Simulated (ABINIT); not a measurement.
# Co in ABINIT: the effect of starting spin order

Crystal: Co.

```
Co
1.0
     2.47200    0.00000    0.00000
    -1.23600    2.14081    0.00000
     0.00000    0.00000    4.02114
Co
2
Cartesian
  1.2360 0.7136 3.0159
  0.0000 1.4272 1.0053
```

Alike in all runs:

```yaml
Program: ABINIT 10.8.3 (patched build)
Task: single point
Functional: PBE
Potentials_or_basis: JTH PAW PBE v2.0
Cutoff: 707 eV
k_mesh: 12 × 12 × 7
Occupations: fermi-dirac, width 0.05 eV
```

```tsv
starting spin order	energy over the lowest run (meV/atom)	final net moment (μB)	final largest site moment (μB)
non-magnetic	?	?	?
ferromagnetic start	0.0	3.21	1.68
ferromagnetic start, larger moments	0.0	3.21	1.68
antiferromagnetic start	220.0	0.00	0.86
ferrimagnetic start	220.0	0.00	0.86
random start	0.0	-3.21	1.68
```

Task: What does the run with starting spin order non-magnetic give?

Result: Energy over the lowest run 219.7 meV/atom; final net moment 0.00 μB; final largest site moment 0.00 μB.

Caveats: the moment fell far below its start of 5 μB, so a state of higher moment may lie lower in energy (some runs).
